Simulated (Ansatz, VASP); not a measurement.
## Ta6C in VASP and in Ansatz

```xyz
7
Lattice="4.6937 0.0000 0.0000 -2.3469 4.0649 0.0000 0.0000 0.0000 19.9882" Properties=species:S:1:pos:R:3 pbc="T T T"
Ta    2.3469    1.3550    4.0000
Ta    0.0000    2.7099    4.9581
Ta    0.0000    0.0000    5.9162
Ta    2.3469    1.3550    6.7997
Ta    0.0000    2.7099    7.6349
Ta    0.0000    0.0000    8.4882
C     2.3469    1.3550    8.8224
```

Alike in both runs: functional PBE; k mesh 6 × 6 × 1; occupations gaussian, width 0.1 eV; no spin polarisation.

Ansatz relaxed the structure, and its values are those at the end. VASP's run is a single point on that final structure, the one shown.

|  | VASP | Ansatz |
| --- | --- | --- |
| version | VASP 6.6.1 | Ansatz 0.2.0 |
| potentials or method | VASP PAW PBE potentials, release 64 (Ta_pv, C) | scalar-relativistic, plane waves, PAW |
| plane-wave cutoff (eV) | 520 | 420 |
| valence electrons in the cell | 70 | 82 |

|  | VASP | Ansatz | Ansatz less VASP |
| --- | --- | --- | --- |
| gap on the k mesh at the Fermi level (eV) | none | none | - |
| rms of the force components (eV/Å) | 0.802 | 0.798 | -0.0039 |

A gap of «none» marks a metal or a gap that the smearing closes. The two sets of potentials don't hold the same shells in valence.

Spin-orbit coupling is left out, which matters for the levels of Ta.
